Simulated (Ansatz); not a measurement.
# Cu: tests of the settings

The task, for Cu: test the occupation rule and width.

Computed with Ansatz 0.2.0 (DFT PBE, scalar-relativistic, plane waves, PAW, unless a step's input says otherwise).

1 further run of the same task is left out (set aside as unsound or not needed).

### 1 Starting point

It takes space group I4/mmm (No. 139, tetragonal). Conventional cell: a = 2.886 Å, b = 2.886 Å, c = 2.752 Å, α = 90.00°, β = 90.00°, γ = 90.00°. Cu (site symmetry 4/mmm) has 10 Cu at 2.46 to 2.75 Å as nearest neighbours.

Structure file:

```
Cu
1.0
    -1.44279    1.44279    1.37608
     1.44279   -1.44279    1.37608
     1.44279    1.44279   -1.37608
Cu
1
Direct
  0.00000 0.00000 0.00000
```

Source of the structure: the Materials Project (structure only). It is taken as it stands there.

### 2 The base input

Input file input.yaml:

```yaml
crystal:
  lattice:
    - [-1.44279332, 1.44279332, 1.37608145]
    - [1.44279332, -1.44279332, 1.37608145]
    - [1.44279332, 1.44279332, -1.37608145]
  atoms:
    - { symbol: Cu, position: [0.0, 0.0, 0.0] }
basis:
  ecutwfc: 420
kpoints:
  mp_grid: { grid: [20, 20, 20] }
hamiltonian:
  xc: pbe
scf:
  occupations: { method: gaussian, width: 0.1 }
output:
  forces: true
  stress: true
  eigenvalues: true
  populations: true
```

It was run beforehand and gave: -6625.1242 eV/atom at zero smearing, pressure 7.29 GPa, largest force 0.000 eV/Å, no gap on the mesh, in 6 SCF cycles and 5.8 s.

### 3 Occupation rule and width: Gaussian 0.01 eV

Input file input.yaml:

```yaml
crystal:
  lattice:
    - [-1.44279332, 1.44279332, 1.37608145]
    - [1.44279332, -1.44279332, 1.37608145]
    - [1.44279332, 1.44279332, -1.37608145]
  atoms:
    - { symbol: Cu, position: [0.0, 0.0, 0.0] }
basis:
  ecutwfc: 420
kpoints:
  mp_grid: { grid: [20, 20, 20] }
hamiltonian:
  xc: pbe
scf:
  occupations: { method: gaussian, width: 0.01 }
output:
  forces: true
  stress: true
  eigenvalues: true
```

Run with:

```
> ansatz run input.yaml --threads 1 --pin off --max-ram 2560MiB --backend cpu --events-out ev --progress --plain --runs-dir out
```

### 4 Occupation rule and width: Gaussian 0.02 eV

input.yaml: that of step 3 with these lines changed.

```diff
@@ -14,3 +14,3 @@
 scf:
-  occupations: { method: gaussian, width: 0.01 }
+  occupations: { method: gaussian, width: 0.02 }
 output:
```

### 5 Occupation rule and width: Gaussian 0.05 eV

input.yaml: that of step 4 with these lines changed.

```diff
@@ -14,3 +14,3 @@
 scf:
-  occupations: { method: gaussian, width: 0.02 }
+  occupations: { method: gaussian, width: 0.05 }
 output:
```

### 6 Occupation rule and width set to Fermi–Dirac 0.02 eV

input.yaml: that of step 5 with these lines changed.

```diff
@@ -14,3 +14,3 @@
 scf:
-  occupations: { method: gaussian, width: 0.05 }
+  occupations: { method: fermi_dirac, width: 0.02 }
 output:
```

### 7 Occupation rule and width: Fermi–Dirac 0.1 eV

input.yaml: that of step 6 with these lines changed.

```diff
@@ -14,3 +14,3 @@
 scf:
-  occupations: { method: fermi_dirac, width: 0.02 }
+  occupations: { method: fermi_dirac, width: 0.1 }
 output:
@@ -19 +19,5 @@
   eigenvalues: true
+  write_density: true
+  write_potential: true
+  elf: true
+  volumetric_format: npy
```

### 8 Occupation rule and width: Fermi–Dirac 0.5 eV

input.yaml: that of step 7 with these lines changed.

```diff
@@ -14,3 +14,3 @@
 scf:
-  occupations: { method: fermi_dirac, width: 0.1 }
+  occupations: { method: fermi_dirac, width: 0.5 }
 output:
@@ -19,5 +19 @@
   eigenvalues: true
-  write_density: true
-  write_potential: true
-  elf: true
-  volumetric_format: npy
```

### 9 Occupation rule and width: Methfessel–Paxton 0.05 eV

input.yaml: that of step 8 with these lines changed.

```diff
@@ -14,3 +14,3 @@
 scf:
-  occupations: { method: fermi_dirac, width: 0.5 }
+  occupations: { method: methfessel_paxton, width: 0.05 }
 output:
```

### 10 Occupation rule and width set to Methfessel–Paxton 0.2 eV

input.yaml: that of step 9 with these lines changed.

```diff
@@ -14,3 +14,3 @@
 scf:
-  occupations: { method: methfessel_paxton, width: 0.05 }
+  occupations: { method: methfessel_paxton, width: 0.2 }
 output:
```

### 11 Occupation rule and width: cold 0.01 eV

input.yaml: that of step 10 with these lines changed.

```diff
@@ -14,3 +14,3 @@
 scf:
-  occupations: { method: methfessel_paxton, width: 0.2 }
+  occupations: { method: cold, width: 0.01 }
 output:
```

### 12 Occupation rule and width: cold 0.1 eV

input.yaml: that of step 11 with these lines changed.

```diff
@@ -14,3 +14,3 @@
 scf:
-  occupations: { method: cold, width: 0.01 }
+  occupations: { method: cold, width: 0.1 }
 output:
```

### 13 Occupation rule and width set to cold 0.2 eV

input.yaml: that of step 12 with these lines changed.

```diff
@@ -14,3 +14,3 @@
 scf:
-  occupations: { method: cold, width: 0.1 }
+  occupations: { method: cold, width: 0.2 }
 output:
```

### 14 Occupation rule and width set to tetrahedron

input.yaml: that of step 13 with these lines changed.

```diff
@@ -14,3 +14,3 @@
 scf:
-  occupations: { method: cold, width: 0.2 }
+  occupations: { method: tetrahedron }
 output:
```

(Steps that only read results are left out.)

Q: Predict the outcome of the series: the values and the trend.

The runs gave:

| quantity | value |
| --- | --- |
| largest energy shift, occupation rule and width | 30.1 meV/atom at Fermi–Dirac 0.5 |

**Reading.** The free energy moves by up to 157 meV/atom (Fermi–Dirac 0.5), the energy extrapolated to zero width by up to 30.1. For the widths that shift F most, the extrapolation takes out most of the shift. In a metal, forces and stress under tetrahedra need not match the slope of their energy.
